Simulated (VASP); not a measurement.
Input of a VASP 6.6.1 run:

File INCAR:

```
PREC = Accurate ; ENCUT = 520
EDIFF = 1E-7 ; ISMEAR = -1
SIGMA = 0.05 ; LREAL = False
LASPH = True ; NELM = 100
ALGO = Normal ; ISIF = 2
LWAVE = False ; LCHARG = False
GGA = PS ; NBANDS = 26
KPAR = 2
```

Contents of KPOINTS:

```
Automatic mesh
0
Gamma
  7 7 7
```

File POSCAR:

```
Al2Cu
1.0
   -3.0335000000      3.0335000000      2.4385000000
    3.0335000000     -3.0335000000      2.4385000000
    3.0335000000      3.0335000000     -2.4385000000
Cu Al
2 4
Direct
    0.2500000000      0.2500000000      0.0000000000
    0.7500000000      0.7500000000      0.0000000000
    0.3419000000      0.1581000000      0.5000000000
    0.8419000000      0.3419000000      0.1838000000
    0.6581000000      0.8419000000      0.5000000000
    0.1581000000      0.6581000000      0.8162000000
```

Potentials or basis: VASP PAW PBE potentials, release 64 (Cu, Al).

Run with:

```console
$ cat potpaw_PBE.64/Cu/POTCAR potpaw_PBE.64/Al/POTCAR > POTCAR
$ mpirun -np 2 vasp_std > vasp.out
```

(1) What does it give for the largest force?

(2) Estimate the pressure.

(3) What does it give for the band gap on the k mesh?

Answers

(1) 0.066 eV/Å.

(2) -3.2 GPa.

(3) none (metal or under the smearing width).

Caveat: the PAW data sets were made with another functional, which shifts forces and pressure a little.
